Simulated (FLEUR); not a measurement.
## Hf: band structure with r2SCAN

Hf:

```xyz
2
Lattice="3.1967 0.0000 0.0000 -1.5983 2.7684 0.0000 0.0000 0.0000 5.0578" Properties=species:S:1:pos:R:3 pbc="T T T"
Hf    1.5984    0.9228    3.7934
Hf    0.0000    1.8456    1.2645
```

```yaml
Program: FLEUR MaX-R8.1 (later development tree)
Task: band structure
Functional: r2SCAN
Potentials_or_basis: all-electron
Basis: FLAPW
Kmax: 4.1 1/bohr
k_mesh: 10 × 10 × 5
Occupations: fermi-dirac, width 0.05 eV
Spin: no spin polarisation
Gmax: 12.7 1/bohr
Muffin-tin_radii: Hf 2.66 bohr
lmax: Hf 10
lnonsphr: Hf 10
Local_orbitals_a_species: Hf 4
Max_iterations: 80
Mixing_factor: 0.05
Mixer: Anderson
Mixer_history: 30
Density_convergence: 0.0001 me/bohr^3
```

```json
{"Band gap along the path": "none (metal or under the smearing width)", "Valence electrons inside the program's atomic spheres": "Hf 24.04 (radii Hf 2.66 bohr)"}
```

Levels at the corners of the path, in eV from the Fermi level:
```csv
point,band 22,band 23,band 24,band 25,band 26,band 27,band 28,band 29,band 30,band 31
Γ,-12.22,-7.75,-3.85,0.44,1.32,1.32,1.62,2.19,2.19,2.92
M,-12.25,-3.49,-2.86,-2.33,-1.00,0.93,0.96,1.81,6.19,6.70
K,-12.24,-2.19,-1.95,-1.95,-1.58,0.44,0.44,2.24,5.48,5.48
Γ,-12.22,-7.75,-3.85,0.44,1.32,1.32,1.62,2.19,2.19,2.92
A,-12.22,-5.68,-5.68,0.15,0.15,1.22,1.22,1.22,1.22,5.12
L,-12.25,-3.53,-3.53,-1.03,-1.03,1.11,1.11,2.88,2.88,6.38
H,-12.24,-1.75,-1.75,-1.57,-1.57,-0.33,-0.33,2.77,2.77,5.35
A,-12.22,-5.68,-5.68,0.15,0.15,1.22,1.22,1.22,1.22,5.12
L,-12.25,-3.53,-3.53,-1.03,-1.03,1.11,1.11,2.88,2.88,6.38
M,-12.25,-3.49,-2.86,-2.33,-1.00,0.93,0.96,1.81,6.19,6.70
K,-12.24,-2.19,-1.95,-1.95,-1.58,0.44,0.44,2.24,5.48,5.48
H,-12.24,-1.75,-1.75,-1.57,-1.57,-0.33,-0.33,2.77,2.77,5.35
```

Core levels (eV from the Fermi level):
| atom | levels |
| --- | --- |
| 1 Hf | 1s1/2 -65198.8, 2s1/2 -11138.7, 2p1/2 -10636.2, 2p3/2 -9444.3, 3s1/2 -2533.9, 3p1/2 -2311.5, 3p3/2 -2056.1, 4s1/2 -506.3, 3d3/2 -1680.5, 3d5/2 -1624.8, 4p1/2 -415.3, 4p3/2 -356.9, 4d3/2 -207.4, 4d5/2 -196.7 |
| 2 Hf | 1s1/2 -65198.8, 2s1/2 -11138.7, 2p1/2 -10636.2, 2p3/2 -9444.3, 3s1/2 -2533.9, 3p1/2 -2311.5, 3p3/2 -2056.1, 4s1/2 -506.3, 3d3/2 -1680.5, 3d5/2 -1624.8, 4p1/2 -415.3, 4p3/2 -356.9, 4d3/2 -207.4, 4d5/2 -196.7 |

It took 50 s on 1 thread of Arm Neoverse V2, on a shared host, peak memory 0.09 GiB.

Caveat: the meta-GGA is that of a development version, with a GGA for the radial functions and cores and without core tails; spin-orbit coupling is left out, which moves the levels of the heavy elements.
